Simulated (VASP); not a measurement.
# BiTe (Fm-3m) in VASP: settings compared

Aim: see how the results for BiTe move with the level of theory and the settings. Levels: PBE, LDA. Tasks: single point, relaxation of cell and atoms.

All numbers are computed with VASP 6.6.1; they aren't measurements. Logs are shortened: lines on timing, memory, paths and dates and some standing lists are left out, and cuts for length are marked.

### Step 1. The crystal as given

The structure is cubic, space group Fm-3m (No. 225). The conventional cell has a = 6.470 Å, b = 6.470 Å, c = 6.470 Å, α = 90.00°, β = 90.00°, γ = 90.00°. Bi (site symmetry m-3m) is surrounded by 6 Te at 3.23 Å. Te (site symmetry m-3m) has 6 Bi at 3.23 Å as nearest neighbours.

### Step 2. Single point, PBE

INCAR

```
SYSTEM = BiTe
PREC = Accurate ; ENCUT = 500
EDIFF = 1E-6 ; ISMEAR = 0
SIGMA = 0.02 ; LREAL = .False.
LASPH = .True. ; NELM = 100
ALGO = Normal ; ISIF = 2
LWAVE = .False. ; LCHARG = .False.
GGA = PE
```

KPOINTS

```
Automatic mesh
0
Gamma
  5 5 5
  0 0 0
```

POSCAR

```
BiTe
1.0
    0.0000000000      3.2350000000      3.2350000000
    3.2350000000      0.0000000000      3.2350000000
    3.2350000000      3.2350000000      0.0000000000
Bi Te
1 1
Direct
    0.0000000000      0.0000000000      0.0000000000
    0.5000000000      0.5000000000      0.5000000000
```

Potentials or basis: VASP PAW PBE potentials, release 64 (Bi_d_GW, Te_GW).

The run is started by

```console
cat potpaw_PBE.64/Bi_d_GW/POTCAR potpaw_PBE.64/Te_GW/POTCAR > POTCAR
mpirun -np 1 vasp_std > vasp.out
```

OUTCAR:

```text
SYSTEM = BiTe
   PREC = Accurate
   ENCUT = 500
   EDIFF = 1E-6
   ISMEAR = 0
   LREAL = .False.
   LASPH = .True.
   NELM = 100
   ISIF = 2
   GGA = PE

 ion  position               nearest neighbor table
   1  0.000  0.000  0.000-   2 3.23   2 3.23   2 3.23   2 3.23   2 3.23   2 3.23
   2  0.500  0.500  0.500-   1 3.23   1 3.23   1 3.23   1 3.23   1 3.23   1 3.23

  LATTYP: Found a face centered cubic cell.
 ALAT       =     6.4700000000

  Lattice vectors:

 A1 = (   0.0000000000,   3.2350000000,   3.2350000000)
 A2 = (   3.2350000000,   0.0000000000,   3.2350000000)
 A3 = (   3.2350000000,   3.2350000000,   0.0000000000)

Analysis of symmetry for initial positions (statically):
=====================================================================
 Subroutine PRICEL returns:
 Original cell was already a primitive cell.

 Routine SETGRP: Setting up the symmetry group for a
 face centered cubic supercell.

 Subroutine GETGRP returns: Found 48 space group operations
 (whereof 48 operations were pure point group operations)
 out of a pool of 48 trial point group operations.

The static configuration has the point symmetry O_h .

Analysis of symmetry for dynamics (positions and initial velocities):
=====================================================================
 Subroutine PRICEL returns:
 Original cell was already a primitive cell.

 Routine SETGRP: Setting up the symmetry group for a
 face centered cubic supercell.

 Subroutine GETGRP returns: Found 48 space group operations
 (whereof 48 operations were pure point group operations)
 out of a pool of 48 trial point group operations.

The dynamic configuration has the point symmetry O_h .

 Subroutine INISYM returns: Found 48 space group operations
 (whereof 48 operations are pure point group operations),
 and found     1 'primitive' translations

----------------------------------------------------------------------------------------

                                     Primitive cell

  volume of cell :      67.7100

  direct lattice vectors                    reciprocal lattice vectors
     0.000000000  3.235000000  3.235000000    -0.154559505  0.154559505  0.154559505
     3.235000000  0.000000000  3.235000000     0.154559505 -0.154559505  0.154559505
     3.235000000  3.235000000  0.000000000     0.154559505  0.154559505 -0.154559505

  length of vectors
     4.574980874  4.574980874  4.574980874     0.267704916  0.267704916  0.267704916

  position of ions in fractional coordinates (direct lattice)
     0.000000000  0.000000000  0.000000000
     0.500000000  0.500000000  0.500000000

  ion indices of the primitive-cell ions
   primitive index   ion index
                 1           1
                 2           2

----------------------------------------------------------------------------------------

 KPOINTS: Automatic mesh

Automatic generation of k-mesh.
 Grid dimensions read from file:
 generate k-points for:    5    5    5

 Generating k-lattice:

  Cartesian coordinates                     Fractional coordinates (reciprocal lattice)
    -0.030911901  0.030911901  0.030911901     0.200000000  0.000000000  0.000000000
     0.030911901 -0.030911901  0.030911901     0.000000000  0.200000000  0.000000000
     0.030911901  0.030911901 -0.030911901     0.000000000  0.000000000  0.200000000

  Length of vectors
     0.053540983  0.053540983  0.053540983

  Shift w.r.t. Gamma in fractional coordinates (k-lattice)
     0.000000000  0.000000000  0.000000000

 Subroutine IBZKPT returns following result:
 ===========================================

 Found     10 irreducible k-points:

 Following reciprocal coordinates:
            Coordinates               Weight
  0.000000  0.000000  0.000000      1.000000
  0.200000  0.000000  0.000000      8.000000
  0.400000  0.000000  0.000000      8.000000
  0.200000  0.200000  0.000000      6.000000
  0.400000  0.200000  0.000000     24.000000
 -0.400000  0.200000  0.000000     24.000000
 -0.200000  0.200000  0.000000     12.000000
  0.400000  0.400000  0.000000      6.000000
 -0.400000  0.400000  0.000000     12.000000
 -0.400000  0.400000  0.200000     24.000000
   k-points           NKPTS =     10   k-points in BZ     NKDIM =     10   number of bands    NBANDS=     15
   number of dos      NEDOS =    301   number of ions     NIONS =      2
   total plane-waves  NPLWV =  46656
   dimension x,y,z NGX =    36 NGY =   36 NGZ =   36
   dimension x,y,z NGXF=    72 NGYF=   72 NGZF=   72
   ions per type =               1   1
   NGX,Y,Z   is equivalent  to a cutoff of  13.08, 13.08, 13.08 a.u.
   NGXF,Y,Z  is equivalent  to a cutoff of  26.16, 26.16, 26.16 a.u.
 SYSTEM =  BiTe
   PREC   = accura    normal or accurate (medium, high low for compatibility)
   ISTART =      0    job   : 0-new  1-cont  2-samecut
   ICHARG =      2    charge: 1-file 2-atom 10-const
   ISPIN  =      1    spin polarized calculation?
   LNONCOLLINEAR =      F non collinear calculations
   LSORBIT =      F    spin-orbit coupling
   LASPH  =      T    aspherical Exc in radial PAW
   ENCUT  =  500.0 eV  36.75 Ry    6.06 a.u.   8.34  8.34  8.34*2*pi/ulx,y,z
   NELM   =    100;   NELMIN=  2; NELMDL= -5     # of ELM steps
   EDIFF  = 0.1E-05   stopping-criterion for ELM
   LREAL  =      F    real-space projection
   EDIFFG = 0.1E-04   stopping-criterion for IOM
   NSW    =      0    number of steps for IOM
   IBRION =     -1    ionic relax: 0-MD 1-quasi-New 2-CG
   NFREE  =      0    steps in history (QN), initial steepest desc. (CG)
   ISIF   =      2    stress and relaxation
   ISYM   =      2    0-nonsym 1-usesym 2-fastsym
   POTIM  = 0.5000    time-step for ionic-motion
   TEBEG  =    0.0;   TEEND  =   0.0 temperature during run
   PSTRESS=    0.0 pullay stress
   NELECT =      23.0000    total number of electrons
   NUPDOWN=      -1.0000    fix difference up-down
   EMIN   =  10.00;   EMAX   =-10.00  energy-range for DOS
   EFERMI =   0.00;   METHOD = LEGACY
   ISMEAR =     0;   SIGMA  =   0.02  broadening in eV -4-tet -1-fermi 0-gaus
   EFERMI_NEDOS =   21; number of points for ismear=-14 and -15
   IALGO  =     38    algorithm
   IMIX   =      4    mixing-type and parameters
     AMIX     =   0.40;   BMIX     =  1.00
     AMIX_MAG =   1.60;   BMIX_MAG =  1.00
  volume/ion in A,a.u.               =      33.86       228.46
  Fermi-wavevector in a.u.,A,eV,Ry     =   1.142264  2.158566 17.752434  1.304767
  Thomas-Fermi vector in A             =   2.278962
   LORBIT       =      0    0 simple, 1 ext, 2 COOP (PROOUT), +10 PAW based schemes
   GGA     = PE    functional components
   LHFCALC =     F    Hartree Fock is set to
   AEXX    =    0.0000 exact exchange contribution
   IVDW    =     0    specifies the selected vdW correction
   LEPSILON=     F    determine dielectric tensor
   LRPA    =     F    only Hartree local field effects (RPA)
 non-spin polarized calculation
 Gauss-broadening in eV      SIGMA  =   0.02
  energy-cutoff  :      500.00
  volume of cell :       67.71
 maximum number of plane-waves:      1759
 NGX is ok and might be reduce to    36
   NGX = 17   NGY = 17   NGZ = 17

 number of electron      23.0000001 magnetization

 Free energy of the ion-electron system (eV)
  ---------------------------------------------------
  ext. energy  EPLUGINS =         0.00000000
  ---------------------------------------------------
  free energy    TOTEN  =        -7.16692894 eV

  energy without entropy =       -7.16490887  energy(sigma->0) =       -7.16591890

 E-fermi :   5.0197     XC(G=0):  -9.4880

 val. band max:        4.9121765301   @ k =   0.2000   0.2000   0.0000
 cond. band min:       5.0249590429   @ k =  -0.4000   0.4000   0.2000
 fundamental gap:      0.1127825128
 Fermi energy:         5.0196685349

 k-point     1 :       0.0000    0.0000    0.0000
  band No.  band energies     occupation
      1    -148.8040      2.00000
      2     -18.2276      2.00000
      3     -18.2276      2.00000
      4     -18.2245      2.00000
      5     -18.2245      2.00000
      6     -18.2245      2.00000
      7      -8.6189      2.00000
      8      -3.2238      2.00000
      9       2.3567      2.00000
     10       2.3567      2.00000
     11       2.3567      2.00000
     12       7.0624      0.00000
     13       7.0624      0.00000
     14       7.0624      0.00000
     15       9.6011      0.00000

 k-point     2 :       0.2000    0.0000    0.0000
  band No.  band energies     occupation
      1    -148.8036      2.00000
      2     -18.2290      2.00000
      3     -18.2290      2.00000
      4     -18.2238      2.00000
      5     -18.2222      2.00000
      6     -18.2222      2.00000
      7      -8.2641      2.00000
      8      -4.0375      2.00000
      9       2.4783      2.00000
     10       2.4783      2.00000
     11       2.6641      2.00000
     12       5.8032      0.00000
     13       5.9596      0.00000
     14       5.9596      0.00000
     15       9.5403      0.00000

 k-point     3 :       0.4000    0.0000    0.0000
  band No.  band energies     occupation
      1    -148.8036      2.00000
      2     -18.2318      2.00000
      3     -18.2318      2.00000
      4     -18.2228      2.00000
      5     -18.2182      2.00000
      6     -18.2182      2.00000
      7      -7.2479      2.00000
      8      -5.6682      2.00000
      9       2.8548      2.00000
     10       2.8548      2.00000
     11       3.1543      2.00000
     12       4.3778      2.00000
     13       4.5576      2.00000
     14       4.5576      2.00000
     15      11.1005      0.00000
[... 91 lines left out ...]
 k-point     9 :      -0.4000    0.4000    0.0000
  band No.  band energies     occupation
      1    -148.8036      2.00000
      2     -18.2393      2.00000
      3     -18.2254      2.00000
      4     -18.2253      2.00000
      5     -18.2158      2.00000
      6     -18.2150      2.00000
      7      -6.6402      2.00000
      8      -5.5500      2.00000
      9      -0.5159      2.00000
     10       1.2114      2.00000
     11       1.2627      2.00000
     12       7.2884      0.00000
     13       7.3507      0.00000
     14       8.2704      0.00000
     15       9.4582      0.00000

 k-point    10 :      -0.4000    0.4000    0.2000
  band No.  band energies     occupation
      1    -148.8036      2.00000
      2     -18.2366      2.00000
      3     -18.2275      2.00000
      4     -18.2231      2.00000
      5     -18.2188      2.00000
      6     -18.2152      2.00000
      7      -6.6735      2.00000
      8      -5.7152      2.00000
      9       0.2644      2.00000
     10       0.3050      2.00000
     11       2.9166      2.00000
     12       5.0250      0.70833
     13       8.0914      0.00000
     14       8.4017      0.00000
     15       9.3662      0.00000

------------------------ aborting loop because EDIFF is reached ----------------------------------------

  FORCE on cell =-STRESS in cart. coord.  units (eV):
  Direction    XX          YY          ZZ          XY          YZ          ZX
  --------------------------------------------------------------------------------------
  -------------------------------------------------------------------------------------
  Total        0.2165138      0.2165138      0.2165138      0.0000000      0.0000000     -0.0000000
  in kB        5.1232226      5.1232226      5.1232226      0.0000000      0.0000000     -0.0000000
  external PRESSURE =       5.1232226 kB  Pullay stress =       0.0000000 kB

 VOLUME and BASIS-vectors are now :
 -----------------------------------------------------------------------------
  energy-cutoff  :      500.00
  volume of cell :       67.71
      direct lattice vectors                 reciprocal lattice vectors
     0.000000000  3.235000000  3.235000000    -0.154559505  0.154559505  0.154559505
     3.235000000  0.000000000  3.235000000     0.154559505 -0.154559505  0.154559505
     3.235000000  3.235000000  0.000000000     0.154559505  0.154559505 -0.154559505

 POSITION                                       TOTAL-FORCE (eV/Angst)
 -----------------------------------------------------------------------------------
      0.00000      0.00000      0.00000        -0.000000     -0.000000      0.000000
      3.23500      3.23500      3.23500         0.000000      0.000000     -0.000000
 -----------------------------------------------------------------------------------
    total drift:                               -0.000000      0.000000      0.000000

  FREE ENERGIE OF THE ION-ELECTRON SYSTEM (eV)
  ---------------------------------------------------
  free  energy   TOTEN  =        -7.1669289388 eV

  energy  without entropy=       -7.1649088657  energy(sigma->0) =       -7.16591890
```

It took 25 s on 1 thread of Intel Xeon Platinum 8259CL at 2.50GHz (Skylake/Cascade Lake), shared host; peak memory 0.22 GiB.

Results:

| Property | Result |
| --- | --- |
| Free energy | -7.1669 eV |
| Pressure | 0.5 GPa |
| Band gap on the k mesh | none (metal or under the smearing width) |

Caveat: spin-orbit coupling is left out, which moves the levels of the heavy elements.

### Step 3. Single point, PBE

INCAR

```
SYSTEM = BiTe
PREC     = Accurate       ! precision mode
ENCUT    = 450            ! plane-wave cutoff, eV
EDIFF    = 1E-7           ! SCF threshold, eV
ISMEAR   = 0              ! smearing method
SIGMA    = 0.02           ! smearing width, eV
LREAL    = .False.        ! projectors in reciprocal space
LASPH    = .True.         ! aspherical terms in the spheres
NELM     = 100            ! most SCF steps
ALGO     = Fast           ! electronic algorithm
ISIF     = 2              ! what is computed and relaxed
LWAVE    = .False.        ! write WAVECAR
LCHARG   = .False.        ! write CHGCAR
GGA      = PE             ! functional
NBANDS   = 18             ! bands
```

KPOINTS

```
regular mesh
0
Gamma
  4 4 4
  0 0 0
```

POSCAR is that of step 2.

Potentials or basis: VASP PAW PBE potentials, release 64 (Bi_d_GW, Te_GW).

The run is started by

```console
cat potpaw_PBE.64/Bi_d_GW/POTCAR potpaw_PBE.64/Te_GW/POTCAR > POTCAR
mpirun -np 1 vasp_std > vasp.out
```

Wall time 16 s (1 thread of Intel Xeon Platinum 8559C (Emerald Rapids), shared host); peak memory 0.18 GiB.

Results (log left out):

```yaml
Free_energy: -7.1907 eV
Pressure: 0.1 GPa
Band_gap_on_the_k_mesh: none (metal or under the smearing width)
```

Levels at points of the mesh, in eV from the Fermi level:
```
           k point  band 8  band 9  band 10  band 11  band 12  band 13  band 14  band 15
(0.00, 0.00, 0.00)   -8.11   -2.53    -2.53    -2.53     2.18     2.18     2.18     4.71
(0.50, 0.00, 0.00)  -11.21   -1.91    -1.91    -1.58    -0.79    -0.60    -0.60     7.35
(0.50, 0.50, 0.00)   -9.93   -5.64    -4.00    -4.00     2.28     3.61     3.61     4.97
```

Caveat: the k mesh is coarse (spacing up to 0.42 Å⁻¹), so the values aren't converged; spin-orbit coupling is left out, which moves the levels of the heavy elements.

### Step 4. Single point, PBE

INCAR

```
PREC = Accurate
ENCUT = 500
EDIFF = 1E-6
ISMEAR = 0
SIGMA = 0.02
LREAL = F
LASPH = T
NELM = 60
ALGO = Normal
ISIF = 2
LWAVE = F
LCHARG = F
GGA = PE
```

KPOINTS

```
regular mesh
0
Gamma
  4 4 4
```

POSCAR is that of step 3.

Potentials or basis: VASP PAW PBE potentials, release 64 (Bi_d_GW, Te_GW).

The run is started by

```console
cat potpaw_PBE.64/Bi_d_GW/POTCAR potpaw_PBE.64/Te_GW/POTCAR > POTCAR
mpirun -np 1 vasp_std > vasp.out
```

OUTCAR:

```text
PREC = Accurate
   ENCUT = 500
   EDIFF = 1E-6
   ISMEAR = 0
   LREAL = F
   LASPH = T
   NELM = 60
   ISIF = 2
   GGA = PE

 ion  position               nearest neighbor table
   1  0.000  0.000  0.000-   2 3.23   2 3.23   2 3.23   2 3.23   2 3.23   2 3.23
   2  0.500  0.500  0.500-   1 3.23   1 3.23   1 3.23   1 3.23   1 3.23   1 3.23

  LATTYP: Found a face centered cubic cell.
 ALAT       =     6.4700000000

  Lattice vectors:
[... 312 lines left out ...]
     14       8.8558      0.00000
     15      10.0838      0.00000

------------------------ aborting loop because EDIFF is reached ----------------------------------------

  FORCE on cell =-STRESS in cart. coord.  units (eV):
  Direction    XX          YY          ZZ          XY          YZ          ZX
  --------------------------------------------------------------------------------------
  -------------------------------------------------------------------------------------
  Total        0.0951028      0.0951028      0.0951028     -0.0000000     -0.0000000     -0.0000000
  in kB        2.2503542      2.2503542      2.2503542     -0.0000000     -0.0000000     -0.0000000
  external PRESSURE =       2.2503542 kB  Pullay stress =       0.0000000 kB

 VOLUME and BASIS-vectors are now :
 -----------------------------------------------------------------------------
  energy-cutoff  :      500.00
  volume of cell :       67.71
      direct lattice vectors                 reciprocal lattice vectors
     0.000000000  3.235000000  3.235000000    -0.154559505  0.154559505  0.154559505
     3.235000000  0.000000000  3.235000000     0.154559505 -0.154559505  0.154559505
     3.235000000  3.235000000  0.000000000     0.154559505  0.154559505 -0.154559505

 POSITION                                       TOTAL-FORCE (eV/Angst)
 -----------------------------------------------------------------------------------
      0.00000      0.00000      0.00000         0.000000      0.000000      0.000000
      3.23500      3.23500      3.23500        -0.000000      0.000000     -0.000000
 -----------------------------------------------------------------------------------
    total drift:                               -0.000000      0.000000      0.000000

  FREE ENERGIE OF THE ION-ELECTRON SYSTEM (eV)
  ---------------------------------------------------
  free  energy   TOTEN  =        -7.1926800166 eV

  energy  without entropy=       -7.1913549257  energy(sigma->0) =       -7.19201747
```

OSZICAR:

```text
N       E                     dE             d eps       ncg     rms          rms(c)
DAV:   1     0.202190273259E+03    0.20219E+03   -0.10782E+04   268   0.209E+03
DAV:   2     0.838377517292E+01   -0.19381E+03   -0.19069E+03   275   0.500E+02
DAV:   3    -0.680524417167E+01   -0.15189E+02   -0.14898E+02   351   0.121E+02
DAV:   4    -0.718881696494E+01   -0.38357E+00   -0.38352E+00   291   0.196E+01
DAV:   5    -0.720792391436E+01   -0.19107E-01   -0.19107E-01   421   0.589E+00    0.327E+00
DAV:   6    -0.718784868670E+01    0.20075E-01   -0.10890E-01   320   0.322E+00    0.205E+00
DAV:   7    -0.719177888864E+01   -0.39302E-02   -0.18361E-02   339   0.903E-01    0.691E-01
DAV:   8    -0.719262424351E+01   -0.84535E-03   -0.26751E-03   297   0.831E-01    0.495E-02
DAV:   9    -0.719266477050E+01   -0.40527E-04   -0.18535E-04   331   0.265E-01    0.135E-02
DAV:  10    -0.719267784943E+01   -0.13079E-04   -0.23699E-05   262   0.473E-02    0.380E-03
DAV:  11    -0.719267970137E+01   -0.18519E-05   -0.70307E-06   317   0.456E-02    0.182E-03
DAV:  12    -0.719268001661E+01   -0.31525E-06   -0.12051E-06   183   0.923E-03
   1 F= -.71926800E+01 E0= -.71920175E+01  d E =-.132509E-02
```

stdout:

```text
POSCAR found type information on POSCAR BiTe
 POSCAR found :  2 types and       2 ions
 scaLAPACK will be used
 LDA part: xc-table for (Slater+PW92), standard interpolation
 POSCAR, INCAR and KPOINTS ok, starting setup
 FFT: planning ... GRIDC
 FFT: planning ... GRID_SOFT
 FFT: planning ... GRID
 WAVECAR not read
 entering main loop
```

Wall time 14 s (1 thread of Intel Xeon Platinum 8259CL at 2.50GHz (Skylake/Cascade Lake), shared host); peak memory 0.21 GiB.

Results:

* Free energy: -7.1927 eV
* Pressure: 0.2 GPa
* Band gap on the k mesh: none (metal or under the smearing width)

Levels at points of the mesh, in eV from the Fermi level:
```tsv
k point	band 9	band 10	band 11	band 12	band 13	band 14
(0.00, 0.00, 0.00)	-2.53	-2.53	-2.53	2.18	2.18	2.18
(0.50, 0.00, 0.00)	-1.91	-1.91	-1.58	-0.79	-0.60	-0.60
(0.50, 0.50, 0.00)	-5.64	-4.00	-4.00	2.28	3.61	3.61
```

Caveat: the k mesh is coarse (spacing up to 0.42 Å⁻¹), so the values aren't converged; spin-orbit coupling is left out, which moves the levels of the heavy elements.

(Part 1 of 2 ends here.)
